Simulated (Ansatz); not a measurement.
Take a crystal in which Si has been replaced by Pb on all its sites, with the cell rescaled by a rough guess (in some cases also distorted within its space group) and nothing relaxed:

```
Pb O
1.0
     0.00000    3.99594    3.99594
     3.99594    0.00000    3.99594
     3.99594    3.99594    0.00000
Pb O
2 4
Direct
  0.50000 0.50000 0.50000
  0.75000 0.75000 0.75000
  0.62500 0.62500 0.62500
  0.12500 0.62500 0.62500
  0.62500 0.62500 0.12500
  0.62500 0.12500 0.62500
```

Theory: DFT PBE, scalar-relativistic, plane waves, PAW in Ansatz.

Plane waves to 420 eV, a k mesh through Γ of 6×6×6 on the computed 6-atom cell and Gaussian smearing (0.02 eV); no spin polarisation.

(1) Will this cell want to expand or contract, and how hard?

(2) Is it a metal on this mesh?

(3) What is its energy against the elements in their standard states?

Spin-orbit coupling is left out, which matters for the bands of heavy elements.

Results:

(1) The pressure is 82.7 GPa (positive in compression), so the cell would expand.

(2) No: the gap is 1.91 eV, the least direct gap 1.91 eV.

(3) +1.888 eV/atom at this unrelaxed geometry, with the elements in the same functional.